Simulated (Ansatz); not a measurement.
## A film clamped to a substrate in SiO2

All numbers below come from DFT r2SCAN, scalar-relativistic, plane waves, PAW (Ansatz 0.2.0). Settings: plane waves to 500 eV, k-mesh 6×6×8 (Γ-centred), Gaussian smearing 0.05 eV. No spin polarisation. Energies are free energies at this smearing, counted from the undisturbed cell; pressure is positive in compression.

Reference structure (relaxed at this level; this rutile-type form isn't the usual structure):

```xyz
6
Lattice="4.1854 0.0000 0.0000 0.0000 4.1854 0.0000 0.0000 0.0000 2.6687" Properties=species:S:1:pos:R:3 pbc="T T T"
Si    2.0927    2.0927    1.3344
Si    0.0000    0.0000    0.0000
O     2.9042    2.9042    0.0000
O     0.8115    3.3739    1.3344
O     1.2812    1.2812    0.0000
O     3.3739    0.8115    1.3344
```

The cell (6 atoms, V0 = 46.75 Å³) is strained by p along both x and y and by q along z, fractional coordinates fixed. τp = (1/V0) ∂E/∂p = (σxx + σyy)(1 + p)(1 + q) and τq = (1/V0) ∂E/∂q = σzz(1 + p)², with tension positive.

| p | q | ΔE (meV/atom) | τp (GPa) | τq (GPa) |
| --- | --- | --- | --- | --- |
| 0.000 | 0.000 | 0.00 | 0.04 | -0.01 |
| -0.040 | 0.000 | 64.24 | -69.55 | -17.88 |
| 0.040 | 0.000 | 52.55 | 51.32 | 13.56 |
| 0.000 | -0.040 | 32.79 | -16.55 | -35.32 |
| 0.000 | 0.040 | 27.15 | 14.77 | 26.63 |

Task: Get the second derivatives of the energy density.

Result: Central differences give A = ∂τp/∂p = 1511 GPa (C11 + C22 + 2 C12), C = ∂τq/∂q = 774 GPa (C33) and the cross term B = ∂τq/∂p = 393 GPa (C13 + C23); ∂τp/∂q = 391 GPa must equal B, and any difference shows higher-order terms. Steps this large leave an error of some per cent of A or C in all of these, which can swamp a small B. The ions are clamped.

Task: A film of this crystal grows with z along the normal on a substrate that imposes p. How does its thickness respond, and what does the misfit cost?

Result: Count p and q from the stress-free cell. A free surface needs τq = 0, so q = −(B/C) p = -0.51 p. The energy density left is (A − B²/C) p²/2 = M p², with the biaxial modulus M = 656 GPa; a misfit of 1 % costs 3.19 meV/atom, against 3.67 meV/atom if the thickness were held.

At p = 0.080 the energies along q are 230.9 (q = -0.080), 174.6 (q = -0.040), 190.5 (q = 0.000), 260.5 (q = 0.040), 370.3 (q = 0.080) meV/atom.

Task: Does the linear rule hold at this misfit?

Result: A parabola through the lowest point and its neighbours has its minimum at q = -0.029, 171.8 meV/atom. With the stress left in the starting cell, τp0 and τq0, linear elasticity gives q = −(τq0 + Bp)/C = -0.041 and E = V0(τp0 p + τq0 q + Ap²/2 + Bpq + Cq²/2)/N = 204.2 meV/atom. The energies differ by more than a tenth, so the quadratic law fails here: the gap holds the anharmonic part, with some error from the wide steps. Cubic terms also shift the vertex of so wide a parabola.

Forces appear on the atoms along this scan, and letting them relax would lower the energy and soften the response.

The film thins under tensile misfit, but this recovers only a modest part of the elastic cost: 3.19 meV/atom at 1 % misfit, against 3.67 meV/atom at fixed thickness. Most of the energy therefore lies in the in-plane stretch. The great stiffness fits the stishovite structure, where six-coordinate silicon sits in a dense network of strong, polar Si–O bonds. Edge-sharing octahedra form chains along z, so strain in that direction works directly against the bonds and the cation repulsion across shared edges.

Compression costs more than equal extension along both strain paths, as expected when short-range repulsion steepens and stretched bonds soften. The same asymmetry probably explains why, at the large tensile misfit, the harmonic estimate of 204.2 meV/atom exceeds the scanned minimum of 171.8 meV/atom, and why the film thins less than the linear rule predicts. For compressive misfit the error would probably change sign. Because x and y are strained equally, the scan can't test stability against an orthorhombic distortion towards the CaCl2-type structure.
